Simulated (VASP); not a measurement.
**TiC2: single point with PBE**

The system is TiC2.

```
Ti C
1.0
     0.00000    2.40556    2.40556
     2.40556    0.00000    2.40556
     2.40556    2.40556    0.00000
Ti C
1 2
Direct
  0.00000 0.00000 0.00000
  0.25000 0.25000 0.25000
  0.75000 0.75000 0.75000
```

The cell was built by a generator and needn't be a form met in nature.

| Item | Value |
| --- | --- |
| Program | VASP 6.6.1 |
| Task | single point |
| Functional | PBE |
| Potentials or basis | VASP PAW PBE potentials, release 64 (Ti_sv, C) |
| Cutoff | 520 eV |
| k mesh | 6 × 6 × 6, shifted |
| Occupations | fermi-dirac, width 0.1 eV |
| Spin | no spin polarisation |

| Item | Value |
| --- | --- |
| Pressure | 26.7 GPa |
| Band gap on the k mesh | none (metal or under the smearing width) |

Levels at points of the mesh, in eV from the Fermi level:
| k point | band 6 | band 7 | band 8 | band 9 | band 10 | band 11 | band 12 | band 13 | band 14 | band 15 |
| --- | --- | --- | --- | --- | --- | --- | --- | --- | --- | --- |
| (0.08, 0.08, 0.08) | -6.33 | -5.11 | -5.11 | -3.82 | 0.90 | 0.90 | 2.45 | 2.96 | 2.96 | 7.20 |

Run time: 110 s on 1 thread of Intel(R) Xeon(R) 6975P-C (Granite Rapids) (shared host), peak memory 0.31 GiB.

Caveat: the k mesh is coarse (spacing up to 0.38 Å⁻¹), so the values aren't converged; so large a pressure means that the cell lies far from this level's equilibrium, or that cutoff or potentials fall short.
